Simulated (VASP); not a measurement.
C:

```xyz
12
Lattice="2.5221 0.0000 0.0000 -1.2611 2.1842 0.0000 0.0000 0.0000 12.3557" Properties=species:S:1:pos:R:3 pbc="T T T"
C     1.2611    0.7281    4.3760
C     0.0000    1.4561   10.5539
C     1.2611    0.7281    1.8018
C     0.0000    1.4561    7.9797
C     1.2611    0.7281    5.9205
C     0.0000    1.4561   12.0983
C     1.2611    0.7281    0.2574
C     0.0000    1.4561    6.4352
C     0.0000    0.0000   10.0390
C     0.0000    0.0000    3.8612
C     0.0000    0.0000    8.4945
C     0.0000    0.0000    2.3167
```

This is a hexagonal form of diamond, not graphite.

Base run:

- Program: VASP 6.6.1
- Functional: TB-mBJ
- Potentials or basis: VASP PAW PBE potentials, release 64 (C)
- Cutoff: 520 eV
- k mesh: 12 × 12 × 4
- Occupations: gaussian, width 0.02 eV
- Spin: no spin polarisation

Its results: band gap on the k mesh 5.18 eV, indirect (least direct gap 6.31 eV).

Q: The run is repeated on the same cell with these changes: functional from TB-mBJ to PBE. What comes out?

A: Band gap on the k mesh 4.38 eV, indirect (least direct gap 5.30 eV).
